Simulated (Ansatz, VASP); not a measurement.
**Os in VASP and in Ansatz**

```xyz
1
Lattice="-1.6305 1.6305 1.6305 1.6305 -1.6305 1.6305 1.6305 1.6305 -1.6305" Properties=species:S:1:pos:R:3 pbc="T T T"
Os    0.0000    0.0000    0.0000
```

Alike in both runs: task single point; functional BLYP; k mesh 16 × 16 × 16; occupations fermi-dirac, width 0.1 eV; no spin polarisation.

```csv
,VASP,Ansatz
version,VASP 6.6.1,Ansatz 0.2.0
potentials or method,"VASP PAW PBE potentials, release 64 (Os)","plane waves (420 eV) with PAW, scalar-relativistic"
plane-wave cutoff (eV),520,420
valence electrons in the cell,8,16
```

Ansatz gave:

- pressure (GPa): -25.7

Task: Estimate VASP's values.

Result: Pressure (GPa): -24.4.

The functional is the same, so the differences come from potentials, cutoffs and numerics. The two sets of potentials don't hold the same shells in valence.

Caveats: so large a pressure means that the cell lies far from this level's equilibrium, or that cutoff or potentials fall short (VASP); the potentials were made for another functional, which shifts forces and pressure (VASP). Spin-orbit coupling is left out, which matters for the levels of Os.
